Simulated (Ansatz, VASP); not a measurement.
Sb in VASP and in Ansatz

```
Sb
1.0
     3.04921    0.00000    0.00000
     0.00000    3.04921    0.00000
     0.00000    0.00000    3.15360
Sb
1
Direct
  0.00000 0.00000 0.00000
```

Change from the starting cell: uniaxial strain along c, a, b and atoms relaxed: +3.0 %.

Alike in both runs: functional PBEsol; k mesh 18 × 18 × 18; occupations gaussian, width 0.1 eV; no spin polarisation.

Ansatz relaxed the structure, and its values are those at the end. VASP's run is a single point on that final structure, the one shown.

```csv
,VASP,Ansatz
version,VASP 6.6.1,Ansatz 0.2.0
potentials or method,"VASP PAW PBE potentials, release 64 (Sb)","scalar-relativistic, plane waves, PAW"
plane-wave cutoff (eV),520,420
valence electrons in the cell,5,15
```

|  | VASP | Ansatz | Ansatz less VASP |
| --- | --- | --- | --- |
| gap on the k mesh at the Fermi level (eV) | none | none | - |
| pressure (GPa) | -1.1 | -1.2 | -0.11 |

A gap of «none» marks a metal or a gap that the smearing closes. The two sets of potentials don't hold the same shells in valence.

Caveats: the PAW data sets were made with another functional, which shifts forces and pressure a little (VASP). Spin-orbit coupling is left out, which matters for the levels of Sb.
